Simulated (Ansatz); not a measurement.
Take BaSnO3 in the cubic perovskite structure (space group Pm-3m, No. 221; a = 4.122 Å) as the base. Axes: x, y, z lie along the cube axes.

All numbers come from PBEsol (Ansatz, an electronic-structure program, PAW, scalar-relativistic without spin-orbit coupling).

A first run, uniaxial strain ε_xx = +1.58 %, gives secant values C11 ≈ 260 GPa and C12 ≈ 81 GPa from its stress. A second run applies biaxial strain +1.33 %, plane normal [001], relaxed out of plane.

Q: What does linear elasticity predict for −ε⊥/ε∥ in the second run, and what does the run give?

A: Linear elasticity: 2 C12/C11 = 0.62. The run gives 0.57; any difference comes from nonlinear terms at these strains and numerical noise.

No phonon test of stability was made.
